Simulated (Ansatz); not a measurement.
**Band table of HgTe (begun as wurtzite type, now distorted wurtzite)**

```xyz
4
Lattice="2.9810 0.0000 0.0000 -1.4905 2.5816 0.0000 0.0000 0.0000 10.5213" Properties=species:S:1:pos:R:3 pbc="T T T"
Hg    0.0000    1.7211    0.6168
Hg    1.4905    0.8605    5.8775
Te    0.0000    1.7211    3.3392
Te    1.4905    0.8605    8.5999
```

The cell comes from a relaxation on PAW files under the same functional, begun from a prototype that needn't be the stable phase.

Level of theory: DFT with PBE, scalar-relativistic, in Ansatz 0.2.0; a Γ-centred 8×8×5 k mesh, Fermi–Dirac smearing of 0.05 eV, no spin polarisation. LAPW: all electrons, basis error target 1 meV/atom.

This run: volume at 0.55 of the series' base cell.

Spin–orbit coupling is left out, which matters for the heavy atoms.

Path points, in fractions of the reciprocal vectors: Γ (0.000, 0.000, 0.000), M (0.500, 0.000, 0.000), K (0.333, 0.333, 0.000), A (0.000, 0.000, 0.500), L (0.500, 0.000, 0.500), H (0.333, 0.333, 0.500). Levels in eV from the Fermi level; bands 51 to 80, counted from the lowest band of the run. The gap is zero, the pressure 34.0 GPa.

```
# k(1/Å) point b51 b52 b53 b54 b55 b56 b57 b58 b59 b60 b61 b62 b63 b64 b65 b66 b67 b68 b69 b70 b71 b72 b73 b74 b75 b76 b77 b78 b79 b80
0.000 Γ -15.84 -15.50 -10.41 -9.62 -9.04 -7.98 -7.98 -7.98 -7.98 -7.09 -7.09 -7.07 -7.07 -6.80 -6.11 0.51 1.58 4.99 4.99 5.22 5.22 8.55 10.52 10.71 10.74 11.28 11.28 11.34 11.34 11.47
0.304 - -15.48 -15.15 -10.00 -9.30 -8.90 -8.08 -8.07 -7.76 -7.76 -7.67 -7.28 -7.13 -7.11 -6.01 -5.92 0.71 2.02 2.46 2.63 4.03 4.32 8.52 8.57 8.78 10.15 11.15 12.09 12.31 12.71 12.75
0.608 - -14.44 -14.14 -9.15 -8.91 -8.69 -8.28 -7.85 -7.79 -7.66 -7.26 -7.22 -7.19 -7.19 -5.28 -4.77 -1.76 -1.48 1.49 2.46 2.83 3.35 5.43 7.02 7.37 8.15 8.57 10.29 10.47 11.78 12.18
0.913 - -12.83 -12.55 -9.15 -9.08 -8.71 -8.53 -8.03 -7.37 -7.33 -7.32 -6.57 -6.56 -5.94 -5.38 -5.08 -3.41 -2.98 1.18 1.32 1.75 2.35 3.81 4.55 6.15 6.63 6.84 8.89 8.97 11.01 11.13
1.217 M -11.56 -11.26 -9.28 -9.27 -9.13 -8.76 -8.09 -7.42 -7.36 -7.20 -7.19 -6.57 -6.28 -6.28 -3.16 -3.11 -0.80 -0.34 -0.18 0.91 1.37 1.71 5.38 5.89 6.61 6.71 8.04 8.37 9.38 10.39
1.393 - -11.47 -11.18 -9.17 -9.16 -9.04 -8.71 -8.05 -7.52 -7.40 -7.16 -7.15 -6.60 -6.38 -6.36 -3.03 -2.99 -0.66 -0.30 -0.17 -0.05 0.28 1.81 5.62 6.79 7.02 7.28 7.75 8.11 9.42 9.55
1.568 - -11.22 -10.97 -8.96 -8.82 -8.75 -8.58 -7.99 -7.77 -7.47 -7.21 -7.13 -6.88 -6.46 -6.23 -2.84 -2.61 -2.21 -1.92 -0.13 0.27 0.50 1.95 4.94 5.75 7.25 7.47 7.81 8.84 9.63 10.01
1.744 - -10.86 -10.70 -8.70 -8.49 -8.33 -8.31 -8.06 -8.01 -7.55 -7.45 -7.36 -6.99 -6.13 -5.83 -4.11 -3.82 -2.51 -2.16 0.36 0.91 1.19 2.16 3.22 4.84 5.89 7.51 7.84 9.30 9.97 10.86
1.919 K -10.59 -10.59 -8.44 -8.41 -8.41 -8.11 -7.88 -7.88 -7.88 -7.80 -7.16 -7.16 -5.49 -5.37 -5.37 -4.85 -2.15 -2.15 1.03 1.03 1.22 2.78 2.78 3.18 5.48 8.05 8.05 9.39 10.06 10.06
2.271 - -11.94 -11.70 -8.58 -8.44 -8.37 -8.33 -7.92 -7.85 -7.75 -7.74 -7.58 -6.70 -5.12 -4.83 -4.24 -3.25 -2.90 -2.26 -1.81 1.92 2.18 3.16 5.12 5.74 5.79 6.70 7.73 10.00 11.59 11.83
2.622 - -13.99 -13.69 -8.73 -8.53 -8.38 -8.35 -8.32 -8.20 -7.77 -7.38 -7.35 -6.96 -6.54 -4.77 -4.31 -2.07 -1.86 0.04 0.14 1.79 3.92 5.28 6.46 8.22 8.87 8.95 9.67 10.28 10.29 11.12
2.973 - -15.37 -15.04 -9.86 -9.20 -8.85 -8.13 -8.12 -7.77 -7.67 -7.66 -7.33 -7.15 -7.13 -5.91 -5.78 0.75 2.07 2.14 2.25 3.40 3.61 8.63 9.03 9.08 10.21 10.22 11.42 11.53 11.86 12.43
3.325 Γ -15.84 -15.50 -10.41 -9.62 -9.04 -7.98 -7.98 -7.98 -7.98 -7.09 -7.09 -7.07 -7.07 -6.80 -6.11 0.51 1.58 4.99 4.99 5.22 5.22 8.55 10.52 10.71 10.74 11.28 11.28 11.34 11.34 11.47
3.399 - -15.82 -15.51 -10.37 -9.64 -9.03 -7.98 -7.98 -7.98 -7.98 -7.22 -7.08 -7.08 -7.07 -7.07 -5.62 -0.15 2.26 5.00 5.00 5.21 5.21 8.24 10.49 10.69 10.86 11.28 11.28 11.35 11.35 11.48
3.474 - -15.79 -15.55 -10.24 -9.68 -8.97 -7.98 -7.98 -7.98 -7.98 -7.78 -7.08 -7.08 -7.07 -7.07 -4.84 -1.13 3.31 5.02 5.02 5.19 5.19 7.50 10.48 10.64 11.06 11.30 11.30 11.35 11.35 11.49
3.549 - -15.74 -15.61 -10.06 -9.76 -8.85 -8.26 -7.98 -7.98 -7.98 -7.98 -7.08 -7.08 -7.07 -7.07 -3.98 -2.11 4.41 5.06 5.06 5.15 5.15 6.55 10.49 10.58 11.24 11.32 11.32 11.34 11.34 11.46
3.623 A -15.68 -15.68 -9.89 -9.89 -8.62 -8.62 -7.98 -7.98 -7.98 -7.98 -7.08 -7.08 -7.08 -7.08 -3.07 -3.07 5.10 5.10 5.10 5.10 5.50 5.50 10.53 10.53 11.33 11.33 11.33 11.33 11.37 11.37
3.927 - -15.33 -15.33 -9.50 -9.50 -8.52 -8.52 -8.07 -8.07 -7.76 -7.76 -7.23 -7.23 -7.12 -7.12 -2.70 -2.70 2.47 2.47 4.17 4.17 5.88 5.88 8.59 8.59 10.50 10.50 12.53 12.53 12.57 12.57
4.232 - -14.30 -14.30 -8.96 -8.96 -8.44 -8.44 -7.85 -7.85 -7.24 -7.24 -7.19 -7.19 -7.15 -7.15 -1.86 -1.86 -1.48 -1.48 2.64 2.64 5.85 5.85 7.07 7.07 7.65 7.65 10.87 10.87 11.34 11.34
4.536 - -12.69 -12.69 -9.11 -9.11 -8.57 -8.57 -7.78 -7.78 -7.34 -7.34 -6.57 -6.57 -5.45 -5.45 -4.90 -4.90 -0.52 -0.52 1.53 1.53 2.56 2.56 6.23 6.23 6.94 6.94 9.23 9.23 9.82 9.82
4.840 L -11.43 -11.43 -9.23 -9.23 -8.82 -8.82 -8.15 -8.15 -7.39 -7.39 -6.44 -6.44 -6.28 -6.28 -3.16 -3.16 -1.22 -1.22 1.13 1.13 1.72 1.72 4.99 4.99 6.18 6.18 9.20 9.20 9.84 9.84
5.016 - -11.34 -11.34 -9.11 -9.11 -8.77 -8.77 -8.11 -8.11 -7.45 -7.45 -6.50 -6.50 -6.34 -6.34 -3.01 -3.01 -1.09 -1.09 -0.02 -0.02 1.87 1.87 5.13 5.13 7.35 7.35 7.83 7.83 10.25 10.25
5.191 - -11.11 -11.11 -8.78 -8.78 -8.62 -8.62 -8.03 -8.03 -7.59 -7.59 -6.86 -6.86 -6.18 -6.18 -2.71 -2.71 -2.04 -2.04 -0.60 -0.60 2.16 2.16 5.37 5.37 5.84 5.84 9.42 9.42 10.54 10.54
5.367 - -10.79 -10.79 -8.43 -8.43 -8.36 -8.36 -8.04 -8.04 -7.71 -7.71 -7.21 -7.21 -5.83 -5.83 -3.96 -3.96 -2.26 -2.26 -0.03 -0.03 2.29 2.29 4.40 4.40 5.88 5.88 8.15 8.15 11.69 11.69
5.543 H -10.60 -10.60 -8.30 -8.30 -8.25 -8.25 -7.97 -7.97 -7.82 -7.82 -7.33 -7.33 -5.23 -5.23 -5.18 -5.18 -2.04 -2.04 0.31 0.31 1.99 1.99 4.18 4.18 6.16 6.16 7.25 7.25 12.15 12.15
5.894 - -11.83 -11.83 -8.47 -8.47 -8.33 -8.33 -7.95 -7.95 -7.76 -7.76 -7.18 -7.18 -4.88 -4.88 -3.74 -3.74 -3.00 -3.00 0.20 0.20 2.95 2.95 4.60 4.60 7.37 7.37 8.94 8.94 10.55 10.55
6.245 - -13.85 -13.85 -8.57 -8.57 -8.35 -8.35 -8.24 -8.24 -7.38 -7.38 -7.36 -7.36 -6.32 -6.32 -1.97 -1.97 -1.33 -1.33 0.13 0.13 5.72 5.72 7.44 7.44 8.09 8.09 10.16 10.16 11.07 11.07
6.597 - -15.21 -15.21 -9.37 -9.37 -8.49 -8.49 -8.12 -8.12 -7.67 -7.67 -7.26 -7.26 -7.14 -7.14 -2.58 -2.58 2.06 2.06 3.48 3.48 6.01 6.01 9.05 9.05 10.23 10.23 11.37 11.37 11.61 11.61
6.948 A -15.68 -15.68 -9.89 -9.89 -8.62 -8.62 -7.98 -7.98 -7.98 -7.98 -7.08 -7.08 -7.08 -7.08 -3.07 -3.07 5.10 5.10 5.10 5.10 5.50 5.50 10.53 10.53 11.33 11.33 11.33 11.33 11.37 11.37
```
